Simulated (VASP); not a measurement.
Crystal: MgSe.

```
Se Mg
1.0
     0.00000    2.72550    2.72550
     2.72550    0.00000    2.72550
     2.72550    2.72550    0.00000
Se Mg
1 1
Direct
  0.50000 0.50000 0.50000
  0.00000 0.00000 0.00000
```

Base run:

```yaml
Program: VASP 6.6.1
Functional: TB-mBJ
Potentials_or_basis: VASP PAW PBE potentials, release 64 (Se, Mg)
Cutoff: 520 eV
k_mesh: 8 × 8 × 8
Occupations: gaussian, width 0.02 eV
Spin: no spin polarisation
```

Its results: band gap on the k mesh 2.79 eV, indirect (least direct gap 3.80 eV).

**Question.** The run is repeated on the same cell with these changes: functional from TB-mBJ to r2SCAN. What comes out?

**Answer.** Band gap on the k mesh 2.46 eV, indirect (least direct gap 3.49 eV).
